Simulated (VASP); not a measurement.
**Nb: relaxation of the atoms with RPBE+D4**

Nb, a slab with vacuum:

```
Nb
1.0
     3.32790    0.00000    0.00000
     0.00000    3.32790    0.00000
     0.00000    0.00000   24.98370
Nb
7
Direct
  0.50000 0.50000 0.30020
  0.00000 0.00000 0.36680
  0.50000 0.50000 0.43340
  0.00000 0.00000 0.50000
  0.50000 0.50000 0.56660
  0.00000 0.00000 0.63320
  0.50000 0.50000 0.69980
```

The slab is cut from a database's or a generator's crystal, which needn't be the stable form of the element.

- Program: VASP 6.6.1
- Task: relaxation of the atoms
- Functional: RPBE
- Dispersion: D4
- Potentials or basis: VASP PAW PBE potentials, release 64 (Nb_sv)
- Cutoff: 520 eV
- k mesh: 6 × 6 × 1
- Occupations: fermi-dirac, width 0.05 eV
- Spin: no spin polarisation
- Dipole correction: yes
- Atoms held fixed (from 0): [0, 1, 2]
- Further INCAR settings: ALGO = Normal; EDIFF = 1e-06; IBRION = 2; EDIFFG = -0.005; NSW = 60

```
Energy gained by relaxing  : 25.1 meV/atom
Ionic steps                : 15
Band gap on the k mesh     : none (metal or under the smearing width)
Dispersion energy per atom : -0.482 eV
```

Step by step:
| step | energy change (eV) | largest force (eV/Å) | pressure (GPa) |
| --- | --- | --- | --- |
| 1 | 0.0000 | 1.3020 | -4.71 |
| 2 | -0.0962 | 1.2854 | -4.35 |
| 3 | -0.1384 | 1.2732 | -3.80 |
| 4 | -0.1387 | 1.2745 | -3.85 |
| 5 | -0.1482 | 1.2795 | -3.73 |
| 6 | -0.1530 | 1.2857 | -3.57 |
| 7 | -0.1576 | 1.2877 | -3.50 |
| 8 | -0.1682 | 1.2937 | -3.29 |
| 9 | -0.1730 | 1.3059 | -2.83 |
| 10 | -0.1740 | 1.3016 | -2.97 |
| 11 | -0.1720 | 1.2882 | -2.67 |
| 12 | -0.1753 | 1.2978 | -2.86 |
| 13 | -0.1754 | 1.2985 | -2.82 |
| 14 | -0.1754 | 1.2979 | -2.84 |
| 15 | -0.1754 | 1.2984 | -2.84 |

Final structure:
```
Nb
1.0
     3.32790    0.00000    0.00000
     0.00000    3.32790    0.00000
     0.00000    0.00000   24.98370
Nb
7
Direct
  0.50000 0.50000 0.30020
  0.00000 0.00000 0.36680
  0.50000 0.50000 0.43340
  0.00000 0.00000 0.49877
  0.50000 0.50000 0.56467
  0.00000 0.00000 0.63084
  0.50000 0.50000 0.68836
```

Levels at points of the mesh, in eV from the Fermi level:
| k point | band 41 | band 42 | band 43 | band 44 | band 45 | band 46 | band 47 | band 48 | band 49 | band 50 |
| --- | --- | --- | --- | --- | --- | --- | --- | --- | --- | --- |
| (0.00, 0.00, 0.00) | 0.09 | 0.15 | 0.18 | 0.18 | 0.27 | 0.27 | 0.27 | 0.40 | 0.40 | 0.52 |
| (0.50, 0.00, 0.00) | -1.05 | -0.77 | -0.77 | -0.15 | -0.10 | 0.10 | 0.44 | 0.47 | 0.76 | 1.44 |
| (0.50, 0.50, 0.00) | -1.29 | -1.10 | -1.10 | -0.36 | -0.36 | 0.80 | 0.80 | 2.08 | 2.09 | 2.34 |

It took 27 min on 1 thread of Intel(R) Xeon(R) 6975P-C (Granite Rapids) (shared host), peak memory 0.48 GiB.

Caveat: the PAW data sets were made with another functional, which shifts forces and pressure a little.
